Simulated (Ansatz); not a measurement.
# C: stiffness from a series of strains

```yaml
crystal:
  lattice:
    - [0.00000, 2.12700, 3.34800]
    - [1.22800, 0.00000, 3.34800]
    - [1.22800, 2.12700, 0.00000]
  atoms:
    - { symbol: C, position: [0.16667, 0.83333, 0.16667] }
    - { symbol: C, position: [0.83333, 0.16667, 0.83333] }
```

Atom numbers follow the list: C1, C2.

Conventional cell: a = 2.456 Å, b = 4.254 Å, c = 6.696 Å, α = 90.00°, β = 90.00°, γ = 90.00°. C (atom 1) has 3 C at 1.42 Å as nearest neighbours.

The cell is COD entry 9000046, as deposited and not checked against the literature; nothing was relaxed.

All numbers below come from DFT, PBEsol, all-electron LAPW, scalar-relativistic (Ansatz 0.2.0).

Settings: a Γ-centred 18×18×18 k mesh, Fermi–Dirac smearing of 0.05 eV, basis error target 0.25 meV/atom, no spin polarisation.

The strain is applied along the Cartesian axes of the cell as listed (the other components stay zero). Fractional coordinates are held (clamped ions).

σ is the change of stress from the unstrained cell, which is at 1.39 GPa; tension is positive, so slopes are stress–strain coefficients at that pressure. In a metal the k mesh adds noise.

Only quantities that a quadratic follows smoothly over the whole series are listed; rougher ones are left out.

```
εxx = εyy  σzz (GPa)  σxx (GPa)
  -0.0300       0.11     -44.25
  -0.0200       0.07     -28.10
  -0.0100       0.03     -13.39
   0.0000       0.00       0.00
   0.0200      -0.06      23.18
   0.0300      -0.08      33.15
```

Task: Fit the series and read off the stiffness at zero strain.

Result: Least-squares fits y = p0 + p1 x + p2 x² to the rows give σzz (GPa): p1 = -3.19, p2 = 19; σxx (GPa): p1 = 1290, p2 = -6200. So C13 + C23 = -3 GPa and C11 + C12 = 1287 GPa, for these axes.

Task: One run, at εxx = εyy = 0.0100, is withheld. Predict its row.

Result: The fits give -0.03, 12.29; the run gave -0.03, 12.16.
